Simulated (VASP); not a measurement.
A run of VASP 6.6.1 is set up as follows.

The input POSCAR:

```
SiO2
1.0
    4.9820000000      0.0000000000      0.0000000000
    0.0000000000      4.9820000000      0.0000000000
    0.0000000000      0.0000000000      6.9630000000
Si O
4 8
Direct
    0.7989700000      0.2010300000      0.7500000000
    0.7010300000      0.7010300000      0.5000000000
    0.2010300000      0.7989700000      0.2500000000
    0.2989700000      0.2989700000      0.0000000000
    0.1034700000      0.2398900000      0.8218700000
    0.2601100000      0.6034700000      0.0718700000
    0.8965300000      0.7601100000      0.3218700000
    0.7398900000      0.3965300000      0.5718700000
    0.6034700000      0.2601100000      0.9281300000
    0.7601100000      0.8965300000      0.6781300000
    0.3965300000      0.7398900000      0.4281300000
    0.2398900000      0.1034700000      0.1781300000
```

File INCAR.step1:

```
SYSTEM = SiO2
PREC = Accurate
ENCUT = 520
EDIFF = 1E-6
ISMEAR = -1
SIGMA = 0.05
LREAL = .FALSE.
LASPH = .TRUE.
NELM = 80
ALGO = Normal
ISIF = 2
LWAVE = .FALSE.
LCHARG = .TRUE.
GGA = RE
```

Contents of KPOINTS.step1:

```
regular mesh
0
G
  6 6 4
  0 0 0
```

The input INCAR.step2:

```
SYSTEM = SiO2
PREC = Accurate
ENCUT = 520
EDIFF = 1E-6
ISMEAR = 0
SIGMA = 0.05
LREAL = .FALSE.
LASPH = .TRUE.
NELM = 80
ALGO = Normal
ISIF = 2
LWAVE = .FALSE.
LCHARG = .FALSE.
GGA = RE
ICHARG = 11
```

File KPOINTS.step2:

```
path GXMGZRAZ,XR,MA
20
line-mode
reciprocal
 0.0000000000  0.0000000000  0.0000000000  G
 0.0000000000  0.5000000000  0.0000000000  X

 0.0000000000  0.5000000000  0.0000000000  X
 0.5000000000  0.5000000000  0.0000000000  M

 0.5000000000  0.5000000000  0.0000000000  M
 0.0000000000  0.0000000000  0.0000000000  G

 0.0000000000  0.0000000000  0.0000000000  G
 0.0000000000  0.0000000000  0.5000000000  Z

 0.0000000000  0.0000000000  0.5000000000  Z
 0.0000000000  0.5000000000  0.5000000000  R

 0.0000000000  0.5000000000  0.5000000000  R
 0.5000000000  0.5000000000  0.5000000000  A

 0.5000000000  0.5000000000  0.5000000000  A
 0.0000000000  0.0000000000  0.5000000000  Z

 0.0000000000  0.5000000000  0.0000000000  X
 0.0000000000  0.5000000000  0.5000000000  R

 0.5000000000  0.5000000000  0.0000000000  M
 0.5000000000  0.5000000000  0.5000000000  A
```

Potentials or basis: VASP PAW PBE potentials, release 64 (Si, O).

The run is started by

```bash
$ cat potpaw_PBE.64/Si/POTCAR potpaw_PBE.64/O/POTCAR > POTCAR
$ cp INCAR.step1 INCAR
$ cp KPOINTS.step1 KPOINTS
$ mpirun -np 1 vasp_std > vasp.out
$ cp INCAR.step2 INCAR
$ cp KPOINTS.step2 KPOINTS
$ mpirun -np 1 vasp_std > vasp.out
```

Question: Estimate the band gap along the path.

Answer: 5.99 eV, direct.

Question: Predict the band gap on the k mesh.

Answer: 5.99 eV, direct.

Levels at the corners of the path, in eV from the valence-band top:
| point | band 28 | band 29 | band 30 | band 31 | band 32 | band 33 | band 34 | band 35 | band 36 | band 37 |
| --- | --- | --- | --- | --- | --- | --- | --- | --- | --- | --- |
| Γ | -1.19 | -0.66 | -0.27 | -0.27 | 0.00 | 5.99 | 9.02 | 9.02 | 9.44 | 9.44 |
| X | -1.02 | -0.65 | -0.65 | -0.47 | -0.47 | 8.01 | 8.01 | 9.49 | 9.49 | 10.01 |
| X | -1.02 | -0.65 | -0.65 | -0.47 | -0.47 | 8.01 | 8.01 | 9.49 | 9.49 | 10.01 |
| M | -1.34 | -0.60 | -0.60 | -0.55 | -0.55 | 8.97 | 8.97 | 9.08 | 9.08 | 10.09 |
| M | -1.34 | -0.60 | -0.60 | -0.55 | -0.55 | 8.97 | 8.97 | 9.08 | 9.08 | 10.09 |
| Γ | -1.19 | -0.66 | -0.27 | -0.27 | 0.00 | 5.99 | 9.02 | 9.02 | 9.44 | 9.44 |
| Γ | -1.19 | -0.66 | -0.27 | -0.27 | 0.00 | 5.99 | 9.02 | 9.02 | 9.44 | 9.44 |
| Z | -0.78 | -0.51 | -0.51 | -0.39 | -0.39 | 7.22 | 7.22 | 9.62 | 9.62 | 9.81 |
| Z | -0.78 | -0.51 | -0.51 | -0.39 | -0.39 | 7.22 | 7.22 | 9.62 | 9.62 | 9.81 |
| R | -0.98 | -0.94 | -0.94 | -0.17 | -0.17 | 8.29 | 8.29 | 9.25 | 9.25 | 9.53 |
| R | -0.98 | -0.94 | -0.94 | -0.17 | -0.17 | 8.29 | 8.29 | 9.25 | 9.25 | 9.53 |
| A | -1.35 | -0.64 | -0.64 | -0.64 | -0.64 | 9.49 | 9.49 | 9.49 | 9.49 | 10.07 |
| A | -1.35 | -0.64 | -0.64 | -0.64 | -0.64 | 9.49 | 9.49 | 9.49 | 9.50 | 10.07 |
| Z | -0.78 | -0.51 | -0.51 | -0.39 | -0.39 | 7.22 | 7.22 | 9.62 | 9.62 | 9.81 |
| X | -1.02 | -0.65 | -0.65 | -0.47 | -0.47 | 8.01 | 8.01 | 9.49 | 9.49 | 10.01 |
| R | -0.98 | -0.94 | -0.94 | -0.17 | -0.17 | 8.29 | 8.29 | 9.25 | 9.25 | 9.53 |
| M | -1.34 | -0.60 | -0.60 | -0.55 | -0.55 | 8.97 | 8.97 | 9.08 | 9.08 | 10.09 |
| A | -1.35 | -0.64 | -0.64 | -0.64 | -0.64 | 9.49 | 9.49 | 9.49 | 9.50 | 10.07 |

Caveat: the log is that of the step along the path at fixed density, whose energy, stress, charges and moments have no meaning. revPBE gaps usually lie below the measured ones, often by a third to a half.
